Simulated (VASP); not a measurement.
Set up this calculation in VASP 6.6.1, as the native input.

| Quantity | Value |
| --- | --- |
| Task | single point |
| Functional | PBE |
| Potentials or basis | VASP PAW PBE potentials, release 64 (Li_sv, H) |
| Cutoff | 520 eV |
| k mesh | 9 × 9 × 9 |
| Occupations | gaussian, width 0.1 eV |
| Spin | no spin polarisation |
| Dipole correction | no |
| Further INCAR settings | ALGO = Normal; EDIFF = 1e-07; NBANDS = 14 |

The structure of Li2H5 lies in POSCAR:

```
Li2H5
1.0
    1.3840035601      0.7990548280      6.0229880066
   -1.3840035601      0.7990548280      6.0229880066
    0.0000000000     -1.5981096560      6.0229880066
Li H
2 5
Direct
    0.0790882234      0.0790882234      0.0790882234
    0.9209117766      0.9209117766      0.9209117766
    0.2074381676      0.2074381676      0.2074381676
    0.7925618324      0.7925618324      0.7925618324
    0.3307983639      0.3307983639      0.3307983639
    0.6692016361      0.6692016361      0.6692016361
    0.5000000000      0.5000000000      0.5000000000
```

The cell was built by a generator and needn't be a form met in nature.

The cell isn't the ideal one: species swapped into the B5W2 type (R-3m, No. 166).

The input as run:

INCAR

```
PREC = Accurate
ENCUT = 520
EDIFF = 1E-7
ISMEAR = 0
SIGMA = 0.1
LREAL = False
LASPH = True
NELM = 100
ALGO = Normal
ISIF = 2
LWAVE = False
LCHARG = False
GGA = PE
NBANDS = 14
```

KPOINTS

```
regular mesh
0
Gamma
  9 9 9
```

Potentials or basis: VASP PAW PBE potentials, release 64 (Li_sv, H).

The run is started by

```bash
$ cat potpaw_PBE.64/Li_sv/POTCAR potpaw_PBE.64/H/POTCAR > POTCAR
$ mpirun -np 1 vasp_std > vasp.out
```

Results of the run:

```
Largest force          : 0.029 eV/Å
Band gap on the k mesh : none (metal or under the smearing width)
```

Run time: 120 s on 1 thread of Intel(R) Xeon(R) Platinum 8488C (Sapphire Rapids), on a shared host, peak memory 0.3 GiB.
